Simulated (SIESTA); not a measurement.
# A self-consistent single point of NaBr (I4mm, 2 atoms in the cell) with SIESTA

Method of the run: SIESTA with GGA PBE, numerical atomic orbitals DZP, PseudoDojo PBE standard norm-conserving potentials (rewritten from UPF to PSML).

The input file:

```
# files in the folder: Na.psml Br.psml (PseudoDojo PBE standard)
SystemName  NaBr
SystemLabel siesta

NumberOfAtoms                2
NumberOfSpecies              2
%block ChemicalSpeciesLabel
  1 11 Na
  2 35 Br
%endblock ChemicalSpeciesLabel
LatticeConstant              4.200320 Ang
%block LatticeVectors
     0.000000000    0.707106839    0.707106839
     0.707106839    0.000000000    0.707106839
     0.707106839    0.707106839    0.000000000
%endblock LatticeVectors
AtomicCoordinatesFormat      Fractional
%block AtomicCoordinatesAndAtomicSpecies
     0.008417000    0.008417000   -0.008417000  1
     0.500000000    0.500000000    0.500000000  2
%endblock AtomicCoordinatesAndAtomicSpecies

XC.functional                GGA
XC.authors                   PBE
PAO.BasisSize                DZP
PAO.EnergyShift              0.01 Ry
MeshCutoff                   350 Ry
%block kgrid.MonkhorstPack
    7   0   0  0.0
    0   7   0  0.0
    0   0   7  0.0
%endblock kgrid.MonkhorstPack
OccupationFunction           FD
ElectronicTemperature        232.09 K

MaxSCFIterations             150
SCF.Mixer.Method             Pulay
SCF.Mixer.Weight             0.2
SCF.Mixer.History            6
SCF.DM.Tolerance             1.0E-05
Diag.ParallelOverK           true
WriteForces                  true
Charge.Mulliken              end
```

Output (repeated stretches shortened):

```
reinit: Reading from file input.fdf

reinit: System Name: NaBr
reinit: System Label: siesta

coor:   Atomic-coordinates input format  =     Fractional

siesta: Atomic coordinates (Bohr) and species
siesta:      0.00000   0.00000   0.09448  1        1
siesta:      5.61263   5.61263   5.61263  2        2

siesta: System type = bulk

initatomlists: Number of atoms, orbitals, and projectors:      2    22    26

siesta: ******************** Simulation parameters ****************************
redata: Spin configuration                          = none
redata: Time-Reversal Symmetry                      = T
redata: Number of Atomic Species                    =        2
redata: Mesh Cutoff                                 =   350.0000 Ry
redata: Net charge of the system                    =     0.0000 |e|
redata: Min. number of SCF Iter                     =        0
redata: Max. number of SCF Iter                     =      150
redata: SCF convergence failure will abort job
redata: SCF mix quantity                            = Hamiltonian
redata: Mix DM or H after convergence               =   F
redata: Recompute H after scf cycle                 =   F
redata: Mix DM in first SCF step                    =   T
redata: No kicks to SCF
redata: DM Mixing Weight for Kicks                  =     0.5000
redata: Require Harris convergence for SCF          =   F
redata: Harris energy tolerance for SCF             =     0.000100 eV
redata: Require DM convergence for SCF              =   T
redata: DM tolerance for SCF                        =     0.000010
redata: Require EDM convergence for SCF             =   F
redata: EDM tolerance for SCF                       =     0.001000 eV
redata: Require H convergence for SCF               =   T
redata: Hamiltonian tolerance for SCF               =     0.001000 eV
redata: Require (free) Energy convergence for SCF   =   F
redata: (free) Energy tolerance for SCF             =     0.000100 eV
redata: Using DFT-D3 dispersion                     =   F
redata: Using Saved Data (generic)                  =   F
redata: Method of Calculation                       = Diagonalization
redata: Electronic Temperature                      =   232.0900 K
redata: Number of TDED substeps                     =        3
redata: Dynamics option                             = Single-point calculation
redata: Save all siesta data in one NC              =   F
redata: ***********************************************************************

%block SCF.Mixers
  Pulay
%endblock SCF.Mixers

%block SCF.Mixer.Pulay
  # Mixing method
  method pulay
  variant stable

  # Mixing options
  weight 0.2000
  weight.linear 0.2000
  history 6
%endblock SCF.Mixer.Pulay

DM_history_depth set to one: no extrapolation allowed by default for geometry relaxation
Size of DM history Fstack: 1
Total number of electrons:    16.000000
Total ionic charge:    16.000000

* ProcessorY, Blocksize:    1  23

* Orbital distribution balance (max,min):    22    22

 Kpoints in:          196 . Kpoints trimmed:          172

siesta: k-grid: Number of k-points = 172
siesta: k-points from Monkhorst-Pack grid
siesta: k-cutoff (effective) =    14.701 Ang
siesta: k-point supercell and displacements
siesta: k-grid:     7     0     0      0.000
siesta: k-grid:     0     7     0      0.000
siesta: k-grid:     0     0     7      0.000

diag: Algorithm                                     = D&C
diag: Parallel over k                               =   F
diag: Use parallel 2D distribution                  =   F
diag: Parallel block-size                           = 23
diag: Parallel distribution                         =     1 x     1
diag: Used triangular part                          = Lower
diag: Absolute tolerance                            =  0.100E-15
diag: Orthogonalization factor                      =  0.100E-05
diag: Memory factor                                 =  1.0000

superc: Internal auxiliary supercell:     7 x     7 x     7  =     343
superc: Number of atoms, orbitals, and projectors:    686   7546   8918

                        Single-point calculation

superc: Internal auxiliary supercell:     7 x     7 x     7  =     343
superc: Number of atoms, orbitals, and projectors:    686   7546   8918

outcell: Unit cell vectors (Ang):
        0.000000    2.970075    2.970075
        2.970075    0.000000    2.970075
        2.970075    2.970075    0.000000

outcell: Cell vector modules (Ang)   :    4.200320    4.200320    4.200320
outcell: Cell angles (23,13,12) (deg):     60.0000     60.0000     60.0000
outcell: Cell volume (Ang**3)        :     52.4001
new_DM -- step:     1
Initializing Density Matrix...

Attempting to read DM from file... Failed...
DM filled with atomic data:

InitMesh: MESH = 40 x 40 x 40 = 64000
InitMesh: Mesh cutoff (required, used) =   350.000   375.966 Ry

stepf: Fermi-Dirac step function

        iscf     Eharris(eV)        E_KS(eV)     FreeEng(eV)     dDmax    Ef(eV) dHmax(eV)
   scf:    1    -1676.759554    -1674.241475    -1674.241475  0.535146 -4.523238  2.836607
   scf:    2    -1674.274505    -1674.258313    -1674.258313  0.018229 -4.856164  2.131109
   scf:    3    -1674.292460    -1674.277526    -1674.277526  0.050387 -5.833946  0.109618
   scf:    4    -1674.278238    -1674.277964    -1674.277964  0.010771 -5.930302  0.045658
   scf:    5    -1674.277617    -1674.277799    -1674.277799  0.003784 -6.008718  0.201311
   scf:    6    -1674.278126    -1674.277978    -1674.277978  0.004793 -5.909194  0.002345
   scf:    7    -1674.277978    -1674.277978    -1674.277978  0.000073 -5.907822  0.000198
   scf:    8    -1674.277978    -1674.277978    -1674.277978  0.000015 -5.908056  0.000223
   scf:    9    -1674.277978    -1674.277978    -1674.277978  0.000005 -5.907945  0.000000

SCF Convergence by DM+H criterion
max |DM_out - DM_in|         :     0.0000053362
max |H_out - H_in|      (eV) :     0.0000004159
SCF cycle converged after 9 iterations

Using DM_out to compute the final energy and forces

siesta: E_KS(eV) =            -1674.2780

siesta: E_KS - E_eggbox =     -1674.2780

siesta: Atomic forces (eV/Ang):
     1   -0.000116   -0.000116   -0.101474
     2    0.000004    0.000004    0.080673
   Tot   -0.000111   -0.000111   -0.020801
   Max    0.101474
   Res    0.052923    sqrt( Sum f_i^2 / 3N )
   Max    0.101474    constrained

Stress tensor Voigt[x,y,z,yz,xz,xy] (kbar):       -8.40       -8.40       -9.15       -0.18       -0.18       -0.18
(Free)E + p*V (eV/cell)    -1673.9950
Target enthalpy (eV/cell)    -1674.2780

siesta: Program's energy decomposition (eV):
siesta: Ebs     =      -367.389168
siesta: Eions   =      2186.175639
siesta: Ena     =       297.663051
siesta: Ekin    =       877.756703
siesta: Enl     =      -342.377692
siesta: Eso     =         0.000000
siesta: Edftu   =         0.000000
siesta: DEna    =         8.175917
siesta: DUscf   =         0.168084
siesta: DUext   =         0.000000
siesta: Ex      =      -308.227972
siesta: Ec      =       -21.260430
siesta: Exc     =      -329.488403
siesta: Eharris =     -1674.277978
siesta: Etot    =     -1674.277978
siesta: FreeEng =     -1674.277978

siesta: Atomic forces (eV/Ang):
siesta:      1   -0.000116   -0.000116   -0.101474
siesta:      2    0.000004    0.000004    0.080673
siesta: ----------------------------------------
siesta:    Tot   -0.000111   -0.000111   -0.020801

siesta: Stress tensor (static) (eV/Ang**3):
siesta:    -0.005245   -0.000114   -0.000115
siesta:    -0.000114   -0.005245   -0.000115
siesta:    -0.000115   -0.000115   -0.005709

siesta: Cell volume =         52.400115 Ang**3

siesta: Pressure (static):
siesta:                Solid            Molecule  Units
siesta:           0.00005881          0.00004036  Ry/Bohr**3
siesta:           0.00539985          0.00370586  eV/Ang**3
siesta:           8.65152120          5.93744365  kBar

mulliken: Atomic and Orbital Populations:

Species: Na
Atom  Qatom  Qorb
               2s      3s      3s      2py     2pz     2px     3py     3pz
               3px
   1  9.072   1.994   0.459  -0.066   2.017   2.017   2.017   0.211   0.211
              0.211

Species: Br
Atom  Qatom  Qorb
               4s      4s      4py     4pz     4px     4py     4pz     4px
               4Pdxy   4Pdyz   4Pdz2   4Pdxz   4Pdx2-y2
   2  6.928   1.673   0.113   1.626   1.626   1.626   0.085   0.084   0.085
              0.002   0.002   0.002   0.002   0.002

mulliken: Qtot =       16.000

Mulliken Atomic Populations:
Atom #   charge [q] valence [e]  Species
     1    -0.072444    9.072444  Na
     2     0.072444    6.927556  Br
 Total    -0.000000
```

The run converged in 9 iterations.

The starting cell has typed, rounded lattice constants, without a prior relaxation at this level. Its lattice was rescaled by up to half a per cent. One atom was moved a little off its site on purpose. Values carry the incompleteness of an atom-centred basis.
